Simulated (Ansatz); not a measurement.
Program: Ansatz. Geometries: PBE0-D4/def2-TZVP. ΔE: electronic, gas phase. CCSD(T)/CBS adds triple-zeta CCSD(T) − MP2 to the extrapolated MP2 energy (def2 sets, frozen cores). This one scheme is used for every species. DFT in def2-TZVPP. B3LYP here is the variant with VWN-RPA as its local correlation; programs differ in this. Each species was taken in one conformer, which may not be the lowest.

`F[Si]Cl` + tert-butanol → `CC(C)(C)O[Si]Cl` + H–F  (ligand exchange at the Si–F bond)

```csv
species,B3LYP-D4 energy (Eh)
`F[Si]Cl`,-849.72409
`CC(C)(C)O`,-233.79509
`CC(C)(C)O[Si]Cl`,-983.01905
H–F,-100.49283
```

Work out ΔE.

ΔE = (-983.01905) + (-100.49283) − (-849.72409) − (-233.79509) = 0.00730 Eh = +19.2 kJ/mol. CCSD(T)/CBS gives +21.1 kJ/mol.

Largest T1 diagnostic among the species: 0.014.

Leaving LDA and LC-ωPBE aside and taking each functional with its dispersion term where it has one, the values, not all of them listed here, spread over 14.5 kJ/mol, from revPBE-D4 to B97M-V. LDA lies −12.0 kJ/mol from PBE without D4. The D4 term adds −18.6 kJ/mol with B3LYP and −10.9 kJ/mol with PBE0; it sums over pairs of atoms, weighted by their polarisabilities, and B3LYP, whose exchange is more repulsive, gets the larger term.
